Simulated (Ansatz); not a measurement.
**SrO: response to strain**

SrO is deformed so: z strained by -4 % at fixed volume. What stress and forces result, by LAPW, PAW and all-electron datasets made for the crystal?

Method: DFT PBE, scalar-relativistic, in Ansatz 0.2.0.

1 further run of the same task is left out (set aside as unsound or not needed).

### Step 1. The structure to begin with

Symmetry: Fm-3m, No. 225, cubic system. Conventional cell: a = 5.195 Å, b = 5.195 Å, c = 5.195 Å, α = 90.00°, β = 90.00°, γ = 90.00°. Sr (site symmetry m-3m) has 6 O at 2.60 Å as nearest neighbours. O (site symmetry m-3m) has 6 Sr at 2.60 Å as nearest neighbours.

As a file:

```
Sr O
1.0
     0.00000    2.59741    2.59741
     2.59741    0.00000    2.59741
     2.59741    2.59741    0.00000
Sr O
1 1
Direct
  0.00000 0.00000 0.00000
  0.50000 0.50000 0.50000
```

Atoms are numbered in the order of the input: Sr1, O2.

### Step 2. The deformed structure

Space group Fm-3m before, I4/mmm after.

### Step 3. Full-potential LAPW

Contents of input.yaml:

```yaml
crystal:
  lattice:
    - [0.0, 2.6509668179, 2.493510155]
    - [2.6509668179, 0.0, 2.493510155]
    - [2.6509668179, 2.6509668179, 0.0]
  atoms:
    - { symbol: Sr, position: [0.0, 0.0, 0.0] }
    - { symbol: O, position: [0.5, 0.5, 0.5] }
kpoints:
  mp_grid: { grid: [13, 13, 13] }
scf:
  occupations: { method: fermi_dirac, width: 0.03 }
hamiltonian:
  xc: pbe
  pseudopotentials: { kind: all_electron, lapw: { basis_error: 0.001 } }
output:
  forces: true
  stress: true
  eigenvalues: true
```

### Step 4. PAW on the default files

input.yaml, as its differences from that of step 3:

```diff
@@ -14,3 +14,3 @@
   xc: pbe
-  pseudopotentials: { kind: all_electron, lapw: { basis_error: 0.001 } }
+  pseudopotentials: { kind: paw }
 output:
@@ -19 +19,2 @@
   eigenvalues: true
+  efg: { contact_densities: true }
```

### Step 5. All-electron PAW on datasets made for the crystal

input.yaml, as its differences from that of step 4:

```diff
@@ -14,3 +14,3 @@
   xc: pbe
-  pseudopotentials: { kind: paw }
+  pseudopotentials: { kind: all_electron, datasets: crystal }
 output:
```

(Steps that only read results are left out.)

Q: Predict the outcome of this session. Wanted: pressure; largest shear or deviatoric stress.

The runs gave:

| quantity | value |
| --- | --- |
| pressure | LAPW 0.75, PAW 0.75, crystal datasets 0.75 GPa |
| largest shear or deviatoric stress (LAPW) | 5.25 GPa |

The largest part of the stress beyond the pressure is 5.25 GPa in size, in the zz component; the atoms are carried along and not relaxed. No run of the undeformed cell stands beside it, so the pressure holds what the given cell had before the change. PAW: stress within 0.01 GPa of LAPW. Crystal datasets: stress within 0.01 GPa of LAPW.
